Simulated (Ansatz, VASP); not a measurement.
**Two plane-wave programs on CoPtO2**

```
Co Pt O
1.0
     1.41517    0.81705    5.94858
    -1.41517    0.81705    5.94858
     0.00000   -1.63410    5.94858
Co Pt O
1 1 2
Direct
  0.50000 0.50000 0.50000
  0.00000 0.00000 0.00000
  0.88784 0.88784 0.88784
  0.11216 0.11216 0.11216
```

Alike in both runs: functional PBE; k mesh 14 × 14 × 14; occupations gaussian, width 0.05 eV; no spin polarisation.

Ansatz relaxed the structure, and its values are those at the end. VASP's run is a single point on that final structure, the one shown.

```csv
,VASP,Ansatz
version,VASP 6.6.1,Ansatz 0.2.0
potentials or method,"VASP PAW PBE potentials, release 64 (Co, Pt, O)","scalar-relativistic, plane waves, PAW"
plane-wave cutoff (eV),520,420
valence electrons in the cell,31,47
```

VASP gave:

```
gap on the k mesh at the Fermi level (eV) : none
pressure (GPa)                            : 4.9
rms of the force components (eV/Å)        : 0.007
```

Task: Which values does Ansatz return?

Result: gap on the k mesh at the Fermi level (eV): none; pressure (GPa): 4.8; rms of the force components (eV/Å): 0.001.

A gap of «none» marks a metal or a gap that the smearing closes. The functional is the same, so the differences come from potentials, cutoffs and numerics. The two sets of potentials don't hold the same shells in valence.

Caveats: an odd number of electrons without spin polarisation forces a metal; a magnetic or distorted state may lie lower; the run has no spin polarisation, though such a crystal can be magnetic; semilocal functionals often make such compounds metallic where correlation or magnetic order opens a gap, which also shifts bond lengths. Spin polarisation is off, so any magnetic state and its effect on volume and gap are missing. With open d or f shells a metallic result of PBE can be an artefact of self-interaction; +U or a hybrid may open a gap.
